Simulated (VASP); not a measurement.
# Settings for RbBr: band structure

RbBr, Fm-3m (no. 225), 2 atoms in the cell. PBE; PAW potentials Rb_sv, Br (PBE set). VASP 6.6.1.

Wanted: band energies at the path's corners within 0.02 eV; smallest gap over path and mesh within 0.01 eV.

What the run is for: bands; Accuracy asked: standard; Route: fixed density (ICHARG 11).

Band energies at the path's corners: counted from the valence top.

POSCAR:
```
RbBr
1.0
    0.0000000000      3.4270000000      3.4270000000
    3.4270000000      0.0000000000      3.4270000000
    3.4270000000      3.4270000000      0.0000000000
Rb Br
1 1
Direct
    0.0000000000      0.0000000000      0.0000000000
    0.5000000000      0.5000000000      0.5000000000
```

The series start from Plane-wave cutoff (eV): 250; k-point mesh: 5 × 5 × 5; k points a path segment: 12; Electronic threshold (eV): 1e-6; Precision mode (PREC): Accurate; Bands in all (NBANDS): 20; Aspherical gradient terms in the spheres (LASPH): yes. Each series keeps the choices made before it, and each single choice may use up half of a tolerance. Times cover all steps of a run.

## Plane-wave cutoff (eV)

| Plane-wave cutoff (eV) | Band energies at the path's corners, largest deviation (eV) | Smallest gap over path and mesh (eV) | Time (s) |
|---|---|---|---|
| 180 | 0.018 | 4.355 | 16 |
| 220 | 0.009 | 4.366 | 17 |
| 250 | 0.004 | 4.365 | 33 |
| 290 | 0.002 | 4.363 | 31 |
| 350 | 0.001 | 4.362 | 40 |
| 440 | 0.000 | 4.362 | 52 |
| 500 (reference) | 0.000 | 4.362 | 74 |

Chosen: 220, the loosest value from which every tighter one stays within half of the tolerance.

## k-point mesh

| k-point mesh | Band energies at the path's corners, largest deviation (eV) | Smallest gap over path and mesh (eV) | Time (s) |
|---|---|---|---|
| 2 × 2 × 2 | 0.047 | 4.335 | 23 |
| 3 × 3 × 3 | 0.003 | 4.364 | 23 |
| 4 × 4 × 4 | 0.000 | 4.366 | 21 |
| 5 × 5 × 5 | 0.000 | 4.366 | 17 |
| 6 × 6 × 6 | 0.000 | 4.366 | 25 |
| 7 × 7 × 7 (reference) | 0.000 | 4.366 | 29 |

Chosen: 3 × 3 × 3.

## Electronic threshold (eV)

| Electronic threshold (eV) | Band energies at the path's corners, largest deviation (eV) | Smallest gap over path and mesh (eV) | Time (s) |
|---|---|---|---|
| 0.001 | 0.008 | 4.335 | 13 |
| 0.0001 | 0.007 | 4.336 | 13 |
| 1e-5 | 0.000 | 4.362 | 13 |
| 1e-6 | 0.000 | 4.364 | 14 |
| 1e-7 (reference) | 0.000 | 4.364 | 15 |

Chosen: 1e-5.

## Precision mode (PREC)

| Precision mode (PREC) | Band energies at the path's corners, largest deviation (eV) | Smallest gap over path and mesh (eV) | Time (s) |
|---|---|---|---|
| SingleN | 0.002 | 4.361 | 10 |
| Normal | 0.000 | 4.362 | 10 |
| Accurate (reference) | 0.000 | 4.362 | 13 |

Chosen: SingleN.

## Bands in all (NBANDS)

| Bands in all (NBANDS) | Band energies at the path's corners, largest deviation (eV) | Smallest gap over path and mesh (eV) | Time (s) |
|---|---|---|---|
| 10 | 0.024 | 4.362 | 6.5 |
| 11 | 0.001 | 4.362 | 6.8 |
| 12 | 0.001 | 4.362 | 7.2 |
| 14 | 0.002 | 4.361 | 6.9 |
| 20 | 0.002 | 4.361 | 10 |
| 30 (reference) | 0.000 | 4.360 | 11 |

Chosen: 11.

## Aspherical gradient terms in the spheres (LASPH)

| Aspherical gradient terms in the spheres (LASPH) | Band energies at the path's corners, largest deviation (eV) | Smallest gap over path and mesh (eV) | Time (s) |
|---|---|---|---|
| yes | 0.000 | 4.362 | 6.8 |
| no | 0.000 | 4.362 | 4.3 |

Chosen: yes; no would be accurate enough too and is faster here.

Also changed on the way, by series that aren't shown: k points a path segment: 5.

## All choices together

| Input | Band energies at the path's corners, largest deviation (eV) | Smallest gap over path and mesh (eV) | Time (s) |
|---|---|---|---|
| the program's defaults (naive) | 0.011 | 4.342 | 11 |
| chosen settings | 0.008 | 4.362 | 6.8 |
| reference settings throughout | 0.000 | 4.362 | 263 |

The tolerance is met.

## The input

INCAR.step1:
```
ALGO = Normal ; EDIFF = 1E-5
EFERMI = MIDGAP ; ENCUT = 220
GGA = PE ; GGA_COMPAT = F
ISMEAR = 0 ; LASPH = T
LCHARG = T ; LREAL = F
LWAVE = F ; NBANDS = 11
NELM = 120 ; PREC = SingleN
SIGMA = 0.03
```

INCAR.step2, as INCAR.step1 but for:
```
- LCHARG = T
+ ICHARG = 11
+ LCHARG = F
```

KPOINTS.step1:
```
Automatic mesh
0
Gamma
  3 3 3
  0 0 0
```

KPOINTS.step2:
```
path GXWKGLUWLK,UX
5
line-mode
reciprocal
 0.0000000000  0.0000000000  0.0000000000  G
 0.5000000000  0.0000000000  0.5000000000  X

 0.5000000000  0.0000000000  0.5000000000  X
 0.5000000000  0.2500000000  0.7500000000  W

 0.5000000000  0.2500000000  0.7500000000  W
 0.3750000000  0.3750000000  0.7500000000  K

 0.3750000000  0.3750000000  0.7500000000  K
 0.0000000000  0.0000000000  0.0000000000  G

 0.0000000000  0.0000000000  0.0000000000  G
 0.5000000000  0.5000000000  0.5000000000  L

 0.5000000000  0.5000000000  0.5000000000  L
 0.6250000000  0.2500000000  0.6250000000  U

 0.6250000000  0.2500000000  0.6250000000  U
 0.5000000000  0.2500000000  0.7500000000  W

 0.5000000000  0.2500000000  0.7500000000  W
 0.5000000000  0.5000000000  0.5000000000  L

 0.5000000000  0.5000000000  0.5000000000  L
 0.3750000000  0.3750000000  0.7500000000  K

 0.6250000000  0.2500000000  0.6250000000  U
 0.5000000000  0.0000000000  0.5000000000  X
```

Commands (each step's output is kept before the next begins):
```
cat potpaw_PBE.64/Rb_sv/POTCAR potpaw_PBE.64/Br/POTCAR > POTCAR
cp INCAR.step1 INCAR
cp KPOINTS.step1 KPOINTS
mpirun -np 1 vasp_std > vasp.out
cp INCAR.step2 INCAR
cp KPOINTS.step2 KPOINTS
mpirun -np 1 vasp_std > vasp.out
```

Limits: PBE gaps are mostly well below measured ones.

The chosen input took VASP 6.6.1 6.8 s on 1 core (Intel Xeon Platinum 8488C (Sapphire Rapids)), a shared host.

## An input that fails: fixed density asked without a density file

VASP's message: ERROR: charge density could not be read from file CHGCAR for ICHARG>10.

Changes against the starting input:
```
- LCHARG = True
- NELM = 120
+ LCHARG = False
+ NELM = 54
+ ICHARG = 11
```
